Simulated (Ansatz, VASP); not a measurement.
## SnO in VASP and in Ansatz

```
Sn O
1.0
     3.81370    0.00000    0.00000
     0.00000    3.81370    0.00000
     0.00000    0.00000    4.88691
Sn O
2 2
Direct
  0.50000 0.00000 0.76463
  0.00000 0.50000 0.23537
  0.00000 0.00000 0.00000
  0.50000 0.50000 0.00000
```

The cell is a database's computed one.

Alike in both runs: task single point; functional LDA; k mesh 7 × 7 × 6; occupations gaussian, width 0.1 eV; no spin polarisation.

|  | VASP | Ansatz |
| --- | --- | --- |
| version | VASP 6.6.1 | Ansatz 0.2.0 |
| potentials or method | VASP PAW LDA potentials, release 54 (Sn_d, O) | Ansatz PAW |
| plane-wave cutoff (eV) | 520 | 420 |
| valence electrons in the cell | 40 | 40 |

|  | VASP | Ansatz | Ansatz less VASP |
| --- | --- | --- | --- |
| gap on the k mesh at the Fermi level (eV) | 0.44 | 0.45 | +0.013 |
| least direct gap on the mesh (eV) | 1.96 | 2.01 | +0.047 |
| pressure (GPa) | -3.0 | -3.3 | -0.31 |
| largest component of the traceless stress (GPa) | 0.34 | 0.32 | -0.017 |
| rms of the force components (eV/Å) | 0.053 | 0.096 | +0.0433 |

Atom by atom the forces differ by 0.043 eV/Å (rms over components).

Caveats: spin-orbit coupling is left out, which moves the levels of the heavy elements; an odd mesh through Γ misses points on the zone boundary, where band edges often lie (VASP); odd divisions of the mesh miss points on the zone boundary, where band edges often lie, so the gap on the mesh can be too wide (Ansatz); the pressure holds a Pulay correction of +0.6 GPa for the finite cutoff (Ansatz); the PAW data sets come from PBE, with cores solved anew for the run's functional, which leaves a small shift of forces and pressure (Ansatz). Expect the measured gap to be larger: semilocal functionals such as LDA lack the derivative discontinuity.
